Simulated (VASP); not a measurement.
# CsSnBr3 (Pm-3m) in VASP: density of states with PBE

Aim: the density of states of CsSnBr3 with PBE.

Everything below comes from runs of VASP 6.6.1. Logs are shortened: lines on timing, memory, paths and dates and some standing lists are left out, and cuts for length are marked.

## Step 1: Starting point

The structure is cubic, space group Pm-3m (No. 221). The conventional cell has a = 5.839 Å, b = 5.839 Å, c = 5.839 Å, α = 90.00°, β = 90.00°, γ = 90.00°. Cs (site symmetry m-3m) has 12 Br at 4.13 Å as nearest neighbours. Sn (site symmetry m-3m) has 6 Br at 2.92 Å as nearest neighbours. Around Br (site symmetry 4/mmm) lie 2 Sn at 2.92 Å.

The cell is a database's computed one.

## Step 2: Density of states, PBE

Contents of POSCAR:

```
CsSnBr3
1.0
    5.8390060000      0.0000000000      0.0000000000
    0.0000000000      5.8390060000      0.0000000000
    0.0000000000      0.0000000000      5.8390060000
Cs Sn Br
1 1 3
Direct
    0.0000000000      0.0000000000      0.0000000000
    0.5000000000      0.5000000000      0.5000000000
    0.5000000000      0.0000000000      0.5000000000
    0.5000000000      0.5000000000      0.0000000000
    0.0000000000      0.5000000000      0.5000000000
```

Contents of INCAR.step1:

```
SYSTEM = CsSnBr3
PREC = Accurate
ENCUT = 520
EDIFF = 1E-6
ISMEAR = 0
SIGMA = 0.01
LREAL = .False.
LASPH = .True.
NELM = 100
ALGO = Normal
ISIF = 2
LWAVE = .False.
LCHARG = .True.
GGA = PE
NBANDS = 30
```

Contents of KPOINTS.step1:

```
regular mesh
0
Gamma
  3 3 3
  0 0 0
```

Contents of INCAR.step2:

```
SYSTEM = CsSnBr3
PREC = Accurate
ENCUT = 520
EDIFF = 1E-6
ISMEAR = -5
SIGMA = 0.01
LREAL = .False.
LASPH = .True.
NELM = 100
ALGO = Normal
ISIF = 2
LWAVE = .False.
LCHARG = .False.
GGA = PE
LORBIT = 10
NEDOS = 2001
ICHARG = 11
```

Contents of KPOINTS.step2:

```
regular mesh
0
Gamma
  5 5 5
  0 0 0
```

Potentials or basis: VASP PAW PBE potentials, release 64 (Cs_sv, Sn_d, Br).

Started as:

```sh
$ cat potpaw_PBE.64/Cs_sv/POTCAR potpaw_PBE.64/Sn_d/POTCAR potpaw_PBE.64/Br/POTCAR > POTCAR
$ cp INCAR.step1 INCAR
$ cp KPOINTS.step1 KPOINTS
$ mpirun -np 1 vasp_std > vasp.out
$ cp INCAR.step2 INCAR
$ cp KPOINTS.step2 KPOINTS
$ mpirun -np 1 vasp_std > vasp.out
```

OUTCAR:

```text
SYSTEM = CsSnBr3
   PREC = Accurate
   ENCUT = 520
   EDIFF = 1E-6
   ISMEAR = -5
   LREAL = .False.
   LASPH = .True.
   NELM = 100
   ISIF = 2
   GGA = PE
   LORBIT = 10
   ICHARG = 11

 ion  position               nearest neighbor table
   1  0.000  0.000  0.000-
   2  0.500  0.500  0.500-   3 2.92   4 2.92   5 2.92   4 2.92   3 2.92   5 2.92
   3  0.500  0.000  0.500-   2 2.92   2 2.92
   4  0.500  0.500  0.000-   2 2.92   2 2.92
   5  0.000  0.500  0.500-   2 2.92   2 2.92

  LATTYP: Found a simple cubic cell.
 ALAT       =     5.8390060000

  Lattice vectors:

 A1 = (   5.8390060000,   0.0000000000,   0.0000000000)
 A2 = (   0.0000000000,   5.8390060000,   0.0000000000)
 A3 = (   0.0000000000,   0.0000000000,   5.8390060000)

Analysis of symmetry for initial positions (statically):
=====================================================================
 Subroutine PRICEL returns:
 Original cell was already a primitive cell.

 Routine SETGRP: Setting up the symmetry group for a
 simple cubic supercell.

 Subroutine GETGRP returns: Found 48 space group operations
 (whereof 48 operations were pure point group operations)
 out of a pool of 48 trial point group operations.

The static configuration has the point symmetry O_h .

Analysis of symmetry for dynamics (positions and initial velocities):
=====================================================================
 Subroutine PRICEL returns:
 Original cell was already a primitive cell.

 Routine SETGRP: Setting up the symmetry group for a
 simple cubic supercell.

 Subroutine GETGRP returns: Found 48 space group operations
 (whereof 48 operations were pure point group operations)
 out of a pool of 48 trial point group operations.

The dynamic configuration has the point symmetry O_h .

 Subroutine INISYM returns: Found 48 space group operations
 (whereof 48 operations are pure point group operations),
 and found     1 'primitive' translations

----------------------------------------------------------------------------------------

                                     Primitive cell

  volume of cell :     199.0750

  direct lattice vectors                    reciprocal lattice vectors
     5.839006000  0.000000000  0.000000000     0.171262026  0.000000000  0.000000000
     0.000000000  5.839006000  0.000000000     0.000000000  0.171262026  0.000000000
     0.000000000  0.000000000  5.839006000     0.000000000  0.000000000  0.171262026

[... 88 lines left out ...]
   NUPDOWN=      -1.0000    fix difference up-down
   EMIN   =  10.00;   EMAX   =-10.00  energy-range for DOS
   EFERMI =   0.00;   METHOD = LEGACY
   ISMEAR =    -5;   SIGMA  =   0.01  broadening in eV -4-tet -1-fermi 0-gaus
   EFERMI_NEDOS =   21; number of points for ismear=-14 and -15
   IALGO  =     38    algorithm
   IMIX   =      4    mixing-type and parameters
     AMIX     =   0.40;   BMIX     =  1.00
     AMIX_MAG =   1.60;   BMIX_MAG =  1.00
  volume/ion in A,a.u.               =      39.82       268.68
  Fermi-wavevector in a.u.,A,eV,Ry     =   0.989814  1.870477 13.330052  0.979731
  Thomas-Fermi vector in A             =   2.121439
   LORBIT       =     10    0 simple, 1 ext, 2 COOP (PROOUT), +10 PAW based schemes
   GGA     = PE    functional components
   LHFCALC =     F    Hartree Fock is set to
   AEXX    =    0.0000 exact exchange contribution
   IVDW    =     0    specifies the selected vdW correction
   LEPSILON=     F    determine dielectric tensor
   LRPA    =     F    only Hartree local field effects (RPA)
 non-spin polarized calculation
 Fermi weights with tetrahedron method with Bloechl corrections
  energy-cutoff  :      520.00
  volume of cell :      199.08
 maximum number of plane-waves:      5377
 NGX is ok and might be reduce to    48

 number of electron      44.0000008 magnetization

 Free energy of the ion-electron system (eV)
  ---------------------------------------------------
  ext. energy  EPLUGINS =         0.00000000
  ---------------------------------------------------
  free energy    TOTEN  =       -15.84994050 eV

  energy without entropy =      -15.84994050  energy(sigma->0) =      -15.84994050

 E-fermi :   1.2772     XC(G=0):  -7.6615

 val. band max:        1.2719112236   @ k =   0.4000   0.4000   0.4000
 cond. band min:       3.1528933166   @ k =   0.4000   0.4000   0.4000
 fundamental gap:      1.8809820930
 Fermi energy:         1.2772086692

 k-point     1 :       0.0000    0.0000    0.0000
  band No.  band energies     occupation
      1     -20.1079      2.00000
      2     -19.9790      2.00000
      3     -19.9790      2.00000
      4     -19.9487      2.00000
      5     -19.9487      2.00000
      6     -19.9487      2.00000
[... 279 lines left out ...]
     25       3.5693      0.00000
     26       6.0523      0.00000

------------------------ aborting loop because EDIFF is reached ----------------------------------------

  FORCE on cell =-STRESS in cart. coord.  units (eV):
  Direction    XX          YY          ZZ          XY          YZ          ZX
  --------------------------------------------------------------------------------------
  -------------------------------------------------------------------------------------
  Total        0.8519054      0.8519054      0.8519054     -0.0000000     -0.0000000     -0.0000000
  in kB        6.8562274      6.8562274      6.8562274     -0.0000000     -0.0000000     -0.0000000
  external PRESSURE =       6.8562274 kB  Pullay stress =       0.0000000 kB

 VOLUME and BASIS-vectors are now :
 -----------------------------------------------------------------------------
  energy-cutoff  :      520.00
  volume of cell :      199.08
      direct lattice vectors                 reciprocal lattice vectors
     5.839006000  0.000000000  0.000000000     0.171262026  0.000000000  0.000000000
     0.000000000  5.839006000  0.000000000     0.000000000  0.171262026  0.000000000
     0.000000000  0.000000000  5.839006000     0.000000000  0.000000000  0.171262026

 POSITION                                       TOTAL-FORCE (eV/Angst)
 -----------------------------------------------------------------------------------
      0.00000      0.00000      0.00000         0.000000      0.000000      0.000000
      2.91950      2.91950      2.91950         0.000000      0.000000      0.000000
      2.91950      0.00000      2.91950         0.000000      0.000000      0.000000
      2.91950      2.91950      0.00000         0.000000      0.000000      0.000000
      0.00000      2.91950      2.91950         0.000000      0.000000      0.000000
 -----------------------------------------------------------------------------------
    total drift:                                0.000000      0.000000     -0.000000

  FREE ENERGIE OF THE ION-ELECTRON SYSTEM (eV)
  ---------------------------------------------------
  free  energy   TOTEN  =       -15.8499405036 eV

  energy  without entropy=      -15.8499405036  energy(sigma->0) =      -15.84994050

 total charge

# of ion       s       p       d       tot
------------------------------------------
    1        1.830   4.711   0.012   6.553
    2        1.424   0.580   9.997  12.000
    3        1.614   3.243   0.010   4.868
    4        1.614   3.243   0.010   4.868
    5        1.614   3.243   0.010   4.868
--------------------------------------------------
tot          8.097  15.021  10.039  33.157
```

Run time: 51 s. Hardware: 1 thread of Intel Xeon 6975P-C (Granite Rapids), shared host; peak memory 0.32 GiB.

What came out:

```yaml
Valence_electrons_inside_the_program's_atomic_spheres: Cs 6.55; Sn 12.00; Br 4.87
```

Levels at points of the mesh, in eV from the valence-band top:
```
           k point  band 20  band 21  band 22  band 23  band 24  band 25
(0.00, 0.00, 0.00)    -2.00    -2.00    -2.00     3.13     4.17     4.17
```

States per cell in windows of 0.5 eV (zero at the valence-band top; states under -8 eV left out):
```
from (eV)  total  Br3_p  Br4_p  Br5_p  Sn2_p  Sn2_s  Cs1_d
     -8.0   0.11   0.01   0.01   0.01   0.00   0.05   0.00
     -7.5   0.71   0.04   0.04   0.04   0.00   0.33   0.00
     -7.0   0.85   0.04   0.04   0.04   0.01   0.40   0.00
     -6.5   0.27   0.01   0.01   0.01   0.00   0.13   0.00
     -6.0   0.04   0.00   0.00   0.00   0.00   0.02   0.00
     -5.5   0.00   0.00   0.00   0.00   0.00   0.00   0.00
     -5.0   0.00   0.00   0.00   0.00   0.00   0.00   0.00
     -4.5   1.15   0.16   0.16   0.16   0.13   0.00   0.00
     -4.0   1.60   0.24   0.24   0.24   0.16   0.01   0.00
     -3.5   1.59   0.24   0.24   0.24   0.07   0.04   0.00
     -3.0   3.30   0.57   0.57   0.57   0.06   0.02   0.00
     -2.5   5.52   1.06   1.06   1.06   0.02   0.01   0.01
     -2.0   3.16   0.63   0.63   0.63   0.02   0.05   0.00
     -1.5   0.66   0.10   0.10   0.10   0.03   0.12   0.00
     -1.0   0.66   0.09   0.09   0.09   0.04   0.15   0.00
     -0.5   0.21   0.03   0.03   0.03   0.02   0.05   0.00
      0.0   0.00   0.00   0.00   0.00   0.00   0.00   0.00
      0.5   0.00   0.00   0.00   0.00   0.00   0.00   0.00
      1.0   0.00   0.00   0.00   0.00   0.00   0.00   0.00
      1.5   0.10   0.00   0.00   0.00   0.04   0.00   0.00
      2.0   1.13   0.03   0.03   0.03   0.44   0.01   0.00
      2.5   0.93   0.03   0.03   0.03   0.32   0.01   0.00
      3.0   0.64   0.03   0.03   0.03   0.18   0.01   0.00
      3.5   0.75   0.04   0.04   0.04   0.18   0.02   0.00
      4.0   1.79   0.09   0.09   0.09   0.39   0.02   0.05
      4.5   1.91   0.07   0.07   0.07   0.22   0.01   0.08
      5.0   0.69   0.02   0.02   0.02   0.06   0.00   0.04
      5.5   0.00   0.00   0.00   0.00   0.00   0.00   0.00
```
